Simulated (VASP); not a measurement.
# Al (Fm-3m) in VASP: notebook

The runs below take Al through single point, with PBE.

Program: VASP 6.6.1. These are calculated values, not measurements. Logs are shortened: lines on timing, memory, paths and dates and some standing lists are left out, and cuts for length are marked.

## 1. The undisturbed crystal

It takes space group Fm-3m (No. 225, cubic). The conventional cell has a = 4.050 Å, b = 4.050 Å, c = 4.050 Å, α = 90.00°, β = 90.00°, γ = 90.00°. Around Al (site symmetry m-3m) lie 12 Al at 2.86 Å.

## 2. Single point, PBE (grid = ENCUT=650 dk=0.27 cell=4x4x4 ISMEAR=1 SIGMA=0.1 LREAL=Auto EDIFF=1e-07)

INCAR

```
SYSTEM = Al63Cu
  PREC = Accurate
  ENCUT = 650
  EDIFF = 1E-7
  ISMEAR = 1
  SIGMA = 0.1
  LREAL = Auto
  LASPH = .True.
  NELM = 120
  ALGO = Fast
  ISIF = 2
  LWAVE = .False.
  LCHARG = .False.
  GGA = PE
  NBANDS = 164
```

KPOINTS

```
regular mesh
0
Gamma
  3 3 3
  0 0 0
```

POSCAR

```
Al63Cu
1.0
    0.0000000000      8.0992200000      8.0992200000
    8.0992200000      0.0000000000      8.0992200000
    8.0992200000      8.0992200000      0.0000000000
Cu Al
1 63
Direct
    0.0000000000      0.0000000000      0.0000000000
    0.0000000000      0.0000000000      0.2500000000
    0.0000000000      0.0000000000      0.5000000000
    0.0000000000      0.0000000000      0.7500000000
    0.0000000000      0.2500000000      0.0000000000
    0.0000000000      0.2500000000      0.2500000000
    0.0000000000      0.2500000000      0.5000000000
    0.0000000000      0.2500000000      0.7500000000
    0.0000000000      0.5000000000      0.0000000000
    0.0000000000      0.5000000000      0.2500000000
    0.0000000000      0.5000000000      0.5000000000
    0.0000000000      0.5000000000      0.7500000000
    0.0000000000      0.7500000000      0.0000000000
    0.0000000000      0.7500000000      0.2500000000
    0.0000000000      0.7500000000      0.5000000000
    0.0000000000      0.7500000000      0.7500000000
    0.2500000000      0.0000000000      0.0000000000
    0.2500000000      0.0000000000      0.2500000000
    0.2500000000      0.0000000000      0.5000000000
    0.2500000000      0.0000000000      0.7500000000
    0.2500000000      0.2500000000      0.0000000000
    0.2500000000      0.2500000000      0.2500000000
    0.2500000000      0.2500000000      0.5000000000
    0.2500000000      0.2500000000      0.7500000000
    0.2500000000      0.5000000000      0.0000000000
    0.2500000000      0.5000000000      0.2500000000
    0.2500000000      0.5000000000      0.5000000000
    0.2500000000      0.5000000000      0.7500000000
    0.2500000000      0.7500000000      0.0000000000
    0.2500000000      0.7500000000      0.2500000000
    0.2500000000      0.7500000000      0.5000000000
    0.2500000000      0.7500000000      0.7500000000
    0.5000000000      0.0000000000      0.0000000000
    0.5000000000      0.0000000000      0.2500000000
    0.5000000000      0.0000000000      0.5000000000
    0.5000000000      0.0000000000      0.7500000000
    0.5000000000      0.2500000000      0.0000000000
    0.5000000000      0.2500000000      0.2500000000
    0.5000000000      0.2500000000      0.5000000000
    0.5000000000      0.2500000000      0.7500000000
    0.5000000000      0.5000000000      0.0000000000
    0.5000000000      0.5000000000      0.2500000000
    0.5000000000      0.5000000000      0.5000000000
    0.5000000000      0.5000000000      0.7500000000
    0.5000000000      0.7500000000      0.0000000000
    0.5000000000      0.7500000000      0.2500000000
    0.5000000000      0.7500000000      0.5000000000
    0.5000000000      0.7500000000      0.7500000000
    0.7500000000      0.0000000000      0.0000000000
    0.7500000000      0.0000000000      0.2500000000
    0.7500000000      0.0000000000      0.5000000000
    0.7500000000      0.0000000000      0.7500000000
    0.7500000000      0.2500000000      0.0000000000
    0.7500000000      0.2500000000      0.2500000000
    0.7500000000      0.2500000000      0.5000000000
    0.7500000000      0.2500000000      0.7500000000
    0.7500000000      0.5000000000      0.0000000000
    0.7500000000      0.5000000000      0.2500000000
    0.7500000000      0.5000000000      0.5000000000
    0.7500000000      0.5000000000      0.7500000000
    0.7500000000      0.7500000000      0.0000000000
    0.7500000000      0.7500000000      0.2500000000
    0.7500000000      0.7500000000      0.5000000000
    0.7500000000      0.7500000000      0.7500000000
```

Potentials or basis: VASP PAW PBE potentials, release 64 (Cu, Al).

Started as:

```console
cat potpaw_PBE.64/Cu/POTCAR potpaw_PBE.64/Al/POTCAR > POTCAR
mpirun -np 1 vasp_std > vasp.out
```

OUTCAR:

```text
SYSTEM = Al63Cu
   PREC = Accurate
   ENCUT = 650
   EDIFF = 1E-7
   ISMEAR = 1
   LREAL = Auto
   LASPH = .True.
   NELM = 120
   ISIF = 2
   GGA = PE

 ion  position               nearest neighbor table
   1  0.000  0.000  0.000-   2 2.86   4 2.86   5 2.86   8 2.86  13 2.86  14 2.86  17 2.86  20 2.86
                            29 2.86  49 2.86  50 2.86  53 2.86
   2  0.000  0.000  0.250-   1 2.86   3 2.86   5 2.86   6 2.86  14 2.86  15 2.86  17 2.86  18 2.86
                            30 2.86  50 2.86  51 2.86  54 2.86
   3  0.000  0.000  0.500-   2 2.86   4 2.86   6 2.86   7 2.86  15 2.86  16 2.86  18 2.86  19 2.86
                            31 2.86  51 2.86  52 2.86  55 2.86
   4  0.000  0.000  0.750-   1 2.86   3 2.86   7 2.86   8 2.86  13 2.86  16 2.86  19 2.86  20 2.86
                            32 2.86  49 2.86  52 2.86  56 2.86
   5  0.000  0.250  0.000-   1 2.86   2 2.86   6 2.86   8 2.86   9 2.86  12 2.86  17 2.86  21 2.86
                            24 2.86  53 2.86  54 2.86  57 2.86
   6  0.000  0.250  0.250-   2 2.86   3 2.86   5 2.86   7 2.86   9 2.86  10 2.86  18 2.86  21 2.86
                            22 2.86  54 2.86  55 2.86  58 2.86
   7  0.000  0.250  0.500-   3 2.86   4 2.86   6 2.86   8 2.86  10 2.86  11 2.86  19 2.86  22 2.86
                            23 2.86  55 2.86  56 2.86  59 2.86
   8  0.000  0.250  0.750-   1 2.86   4 2.86   5 2.86   7 2.86  11 2.86  12 2.86  20 2.86  23 2.86
                            24 2.86  53 2.86  56 2.86  60 2.86
   9  0.000  0.500  0.000-   5 2.86   6 2.86  10 2.86  12 2.86  13 2.86  16 2.86  21 2.86  25 2.86
[... 97 lines left out ...]
  58  0.750  0.500  0.250-   6 2.86   9 2.86  10 2.86  42 2.86  43 2.86  46 2.86  54 2.86  55 2.86
                            57 2.86  59 2.86  61 2.86  62 2.86
  59  0.750  0.500  0.500-   7 2.86  10 2.86  11 2.86  43 2.86  44 2.86  47 2.86  55 2.86  56 2.86
                            58 2.86  60 2.86  62 2.86  63 2.86
  60  0.750  0.500  0.750-   8 2.86  11 2.86  12 2.86  41 2.86  44 2.86  48 2.86  53 2.86  56 2.86
                            57 2.86  59 2.86  63 2.86  64 2.86
  61  0.750  0.750  0.000-   9 2.86  13 2.86  16 2.86  33 2.86  45 2.86  46 2.86  49 2.86  52 2.86
                            57 2.86  58 2.86  62 2.86  64 2.86
  62  0.750  0.750  0.250-  10 2.86  13 2.86  14 2.86  34 2.86  46 2.86  47 2.86  49 2.86  50 2.86
                            58 2.86  59 2.86  61 2.86  63 2.86
  63  0.750  0.750  0.500-  11 2.86  14 2.86  15 2.86  35 2.86  47 2.86  48 2.86  50 2.86  51 2.86
                            59 2.86  60 2.86  62 2.86  64 2.86
  64  0.750  0.750  0.750-  12 2.86  15 2.86  16 2.86  36 2.86  45 2.86  48 2.86  51 2.86  52 2.86
                            57 2.86  60 2.86  61 2.86  63 2.86

  LATTYP: Found a face centered cubic cell.
 ALAT       =    16.1984400000

  Lattice vectors:

 A1 = (   0.0000000000,   8.0992200000,   8.0992200000)
 A2 = (   8.0992200000,   0.0000000000,   8.0992200000)
 A3 = (   8.0992200000,   8.0992200000,   0.0000000000)

Analysis of symmetry for initial positions (statically):
=====================================================================
 Subroutine PRICEL returns:
 Original cell was already a primitive cell.

 Routine SETGRP: Setting up the symmetry group for a
 face centered cubic supercell.

 Subroutine GETGRP returns: Found 48 space group operations
 (whereof 48 operations were pure point group operations)
 out of a pool of 48 trial point group operations.

The static configuration has the point symmetry O_h .

Analysis of symmetry for dynamics (positions and initial velocities):
=====================================================================
 Subroutine PRICEL returns:
 Original cell was already a primitive cell.

 Routine SETGRP: Setting up the symmetry group for a
 face centered cubic supercell.

 Subroutine GETGRP returns: Found 48 space group operations
 (whereof 48 operations were pure point group operations)
 out of a pool of 48 trial point group operations.

The dynamic configuration has the point symmetry O_h .

 Subroutine INISYM returns: Found 48 space group operations
 (whereof 48 operations are pure point group operations),
 and found     1 'primitive' translations

----------------------------------------------------------------------------------------

                                     Primitive cell

  volume of cell :    1062.5750

[... 159 lines left out ...]
  Shift w.r.t. Gamma in fractional coordinates (k-lattice)
     0.000000000  0.000000000  0.000000000

 Subroutine IBZKPT returns following result:
 ===========================================

 Found      4 irreducible k-points:

 Following reciprocal coordinates:
            Coordinates               Weight
  0.000000  0.000000  0.000000      1.000000
  0.333333  0.000000  0.000000      8.000000
  0.333333  0.333333  0.000000      6.000000
 -0.333333  0.333333  0.000000     12.000000
   k-points           NKPTS =      4   k-points in BZ     NKDIM =      4   number of bands    NBANDS=    164
   number of dos      NEDOS =    301   number of ions     NIONS =     64
   total plane-waves  NPLWV = 884736
   dimension x,y,z NGX =    96 NGY =   96 NGZ =   96
   dimension x,y,z NGXF=   192 NGYF=  192 NGZF=  192
   ions per type =               1  63
   NGX,Y,Z   is equivalent  to a cutoff of  13.93, 13.93, 13.93 a.u.
   NGXF,Y,Z  is equivalent  to a cutoff of  27.87, 27.87, 27.87 a.u.
 SYSTEM =  Al63Cu
   PREC   = accura    normal or accurate (medium, high low for compatibility)
   ISTART =      0    job   : 0-new  1-cont  2-samecut
   ICHARG =      2    charge: 1-file 2-atom 10-const
   ISPIN  =      1    spin polarized calculation?
   LNONCOLLINEAR =      F non collinear calculations
   LSORBIT =      F    spin-orbit coupling
   LASPH  =      T    aspherical Exc in radial PAW
   ENCUT  =  650.0 eV  47.77 Ry    6.91 a.u.  23.81 23.81 23.81*2*pi/ulx,y,z
   NELM   =    120;   NELMIN=  2; NELMDL= -5     # of ELM steps
   EDIFF  = 0.1E-06   stopping-criterion for ELM
   LREAL  =      T    real-space projection
   EDIFFG = 0.1E-05   stopping-criterion for IOM
   NSW    =      0    number of steps for IOM
   IBRION =     -1    ionic relax: 0-MD 1-quasi-New 2-CG
   NFREE  =      0    steps in history (QN), initial steepest desc. (CG)
   ISIF   =      2    stress and relaxation
   ISYM   =      2    0-nonsym 1-usesym 2-fastsym
   POTIM  = 0.5000    time-step for ionic-motion
   TEBEG  =    0.0;   TEEND  =   0.0 temperature during run
   PSTRESS=    0.0 pullay stress
   NELECT =     200.0000    total number of electrons
   NUPDOWN=      -1.0000    fix difference up-down
   EMIN   =  10.00;   EMAX   =-10.00  energy-range for DOS
   EFERMI =   0.00;   METHOD = LEGACY
   ISMEAR =     1;   SIGMA  =   0.10  broadening in eV -4-tet -1-fermi 0-gaus
   EFERMI_NEDOS =   21; number of points for ismear=-14 and -15
   IALGO  =     68    algorithm
   IMIX   =      4    mixing-type and parameters
     AMIX     =   0.40;   BMIX     =  1.00
     AMIX_MAG =   1.60;   BMIX_MAG =  1.00
  volume/ion in A,a.u.               =      16.60       112.04
  Fermi-wavevector in a.u.,A,eV,Ry     =   0.938206  1.772953 11.976268  0.880231
  Thomas-Fermi vector in A             =   2.065395
   LORBIT       =      0    0 simple, 1 ext, 2 COOP (PROOUT), +10 PAW based schemes
   GGA     = PE    functional components
   LHFCALC =     F    Hartree Fock is set to
   AEXX    =    0.0000 exact exchange contribution
   IVDW    =     0    specifies the selected vdW correction
   LEPSILON=     F    determine dielectric tensor
   LRPA    =     F    only Hartree local field effects (RPA)
 non-spin polarized calculation
 RMM-DIIS sequential band-by-band and
 Methfessel and Paxton  Order N= 1 SIGMA  =   0.10
  energy-cutoff  :      650.00
  volume of cell :     1062.57
 maximum number of plane-waves:     40011
   NGX = 47   NGY = 47   NGZ = 47

 number of electron     200.0000008 magnetization

 Free energy of the ion-electron system (eV)
  ---------------------------------------------------
  ext. energy  EPLUGINS =         0.00000000
  ---------------------------------------------------
  free energy    TOTEN  =      -239.96961771 eV

  energy without entropy =     -239.95025341  energy(sigma->0) =     -239.96316294

 E-fermi :   7.7739     XC(G=0): -10.1857

 val. band max:        7.7691506308   @ k =  -0.3333   0.3333   0.0000
 cond. band min:       7.7873223283   @ k =   0.3333   0.0000   0.0000
 fundamental gap:      0.0181716975
 Fermi energy:         7.7738661115

 k-point     1 :       0.0000    0.0000    0.0000
  band No.  band energies     occupation
      1      -3.1698      2.00000
      2      -1.5223      2.00000
      3      -1.5202      2.00000
      4      -1.5202      2.00000
      5      -1.5202      2.00000
      6      -1.4915      2.00000
[... 449 lines left out ...]
    111       8.9101     -0.00000
    112       8.9314     -0.00000
 [bands above 112 left out]

------------------------ aborting loop because EDIFF is reached ----------------------------------------

  FORCE on cell =-STRESS in cart. coord.  units (eV):
  Direction    XX          YY          ZZ          XY          YZ          ZX
  --------------------------------------------------------------------------------------
  -------------------------------------------------------------------------------------
  Total       -3.9511204     -3.9511204     -3.9511204     -0.0000000     -0.0000000     -0.0000000
  in kB       -5.9575989     -5.9575989     -5.9575989     -0.0000000     -0.0000000     -0.0000000
  external PRESSURE =      -5.9575989 kB  Pullay stress =       0.0000000 kB

 VOLUME and BASIS-vectors are now :
 -----------------------------------------------------------------------------
  energy-cutoff  :      650.00
  volume of cell :     1062.57
      direct lattice vectors                 reciprocal lattice vectors
     0.000000000  8.099220000  8.099220000    -0.061734340  0.061734340  0.061734340
     8.099220000  0.000000000  8.099220000     0.061734340 -0.061734340  0.061734340
     8.099220000  8.099220000  0.000000000     0.061734340  0.061734340 -0.061734340

 POSITION                                       TOTAL-FORCE (eV/Angst)
 -----------------------------------------------------------------------------------
      0.00000      0.00000      0.00000         0.000000      0.000000      0.000000
      2.02481      2.02481      0.00000        -0.139980     -0.139980      0.000000
      4.04961      4.04961      0.00000         0.000000      0.000000      0.000000
      6.07442      6.07442      0.00000         0.139980      0.139980      0.000000
      2.02481      0.00000      2.02481        -0.139980      0.000000     -0.139980
      4.04961      2.02481      2.02481        -0.003673     -0.019061     -0.019061
[... 56 lines left out ...]
     10.12402     10.12402     12.14883        -0.019061     -0.019061      0.003673
     12.14883     12.14883     12.14883         0.000000      0.000000      0.000000
 -----------------------------------------------------------------------------------
    total drift:                               -0.000000      0.000000      0.000000

  FREE ENERGIE OF THE ION-ELECTRON SYSTEM (eV)
  ---------------------------------------------------
  free  energy   TOTEN  =      -239.9696177094 eV

  energy  without entropy=     -239.9502534120  energy(sigma->0) =     -239.96316294
```

Wall time 33 min (1 thread of Intel Xeon 6975P-C (Granite Rapids), shared host); peak memory 2 GiB.

Results:

| Property | Result |
| --- | --- |
| Free energy | -239.9696 eV |
| Pressure | -0.6 GPa |
| Largest force | 0.198 eV/Å |
| Band gap on the k mesh | none (metal or under the smearing width) |

Forces on the atoms (eV/Å):
```
Cu   0.000  0.000  0.000
Al  -0.140 -0.140  0.000
Al   0.000  0.000  0.000
Al   0.140  0.140  0.000
Al  -0.140  0.000 -0.140
Al  -0.004 -0.019 -0.019
Al   0.019  0.004 -0.019
Al   0.000  0.140 -0.140
Al   0.000  0.000  0.000
Al   0.019 -0.019  0.004
Al   0.000  0.000  0.000
Al  -0.019  0.019 -0.004
Al   0.140  0.000  0.140
Al   0.000 -0.140  0.140
Al  -0.019 -0.004  0.019
Al   0.004  0.019  0.019
Al   0.000 -0.140 -0.140
Al  -0.019 -0.004 -0.019
Al   0.004  0.019 -0.019
Al   0.140  0.000 -0.140
Al  -0.019 -0.019 -0.004
Al   0.000  0.000  0.000
Al   0.019  0.019 -0.004
Al   0.000  0.000  0.035
Al   0.004 -0.019  0.019
Al   0.019 -0.004  0.019
Al   0.000 -0.012 -0.012
Al   0.012  0.000 -0.012
Al   0.140 -0.140  0.000
Al   0.000  0.035  0.000
Al   0.012 -0.012  0.000
Al  -0.035  0.000  0.000
Al   0.000  0.000  0.000
Al  -0.019  0.019  0.004
Al   0.000  0.000  0.000
Al   0.019 -0.019 -0.004
Al  -0.019  0.004  0.019
Al  -0.004  0.019  0.019
Al  -0.012  0.000 -0.012
Al   0.000  0.012 -0.012
Al   0.000  0.000  0.000
Al  -0.012 -0.012  0.000
Al   0.000  0.000  0.000
Al   0.012  0.012  0.000
Al   0.019 -0.004 -0.019
Al   0.000 -0.012  0.012
Al   0.012  0.000  0.012
Al   0.004 -0.019 -0.019
Al   0.000  0.140  0.140
Al  -0.140  0.000  0.140
Al  -0.004 -0.019  0.019
Al   0.019  0.004  0.019
Al  -0.140  0.140  0.000
Al   0.035  0.000  0.000
Al  -0.012  0.012  0.000
Al   0.000 -0.035  0.000
Al  -0.004  0.019 -0.019
Al  -0.012  0.000  0.012
Al   0.000  0.012  0.012
Al  -0.019  0.004 -0.019
Al   0.019  0.019  0.004
Al   0.000  0.000 -0.035
Al  -0.019 -0.019  0.004
Al   0.000  0.000  0.000
```

[end of part 1 of 2]
